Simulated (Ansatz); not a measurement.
Runs of Ansatz 0.2.0 on ZrC. It takes space group Fm-3m (No. 225, cubic). The conventional cell has a = 4.730 Å, b = 4.730 Å, c = 4.730 Å, α = 90.00°, β = 90.00°, γ = 90.00°. Around Zr (site symmetry m-3m) lie 6 C at 2.37 Å. Around C (site symmetry m-3m) lie 6 Zr at 2.37 Å. 

```tsv
task	level	U	hubbard projectors	double counting	points for each segment of the path	gap on the mesh (eV)	pressure (GPa)
projected density of states	LDA+U	Zr d U = 2 eV	ortho-atomic (the default)	fll (the default)	-	none	(b)
band structure	PBEsol	-	-	-	14	none	-8.5
projected density of states	LDA+U	Zr d U = 4 eV	ortho-atomic (the default)	fll (the default)	-	none	-6.8
projected density of states	LDA+U	Zr d U = 3 eV	ortho-atomic (the default)	fll (the default)	-	none	(a)
projected density of states	LDA+U	Zr d U = 1 eV	ortho-atomic (the default)	fll (the default)	-	none	-11.2
```

Alike in all rows: potentials or basis Ansatz PAW; no spin polarisation; cell as given; k mesh 10 × 10 × 10; cutoff (eV) 420; smearing fermi-dirac 0.05 eV.

**Question.** Estimate the missing entries.

**Answer.** (a) -8.4; (b) -9.8.

Caveats: the PAW data sets come from PBE, with cores solved anew for the run's functional, which leaves a small shift of forces and pressure; U without spin polarisation on a metal has little footing (some runs); the U is typed as a test and isn't derived for this compound (some runs); the density of states is complete only up to the lowest level of the last band computed (some runs).

A k mesh can miss the band edges, and the runs leave out spin-orbit coupling on Zr.

A gap of «none» marks a metal or a gap under the smearing width.
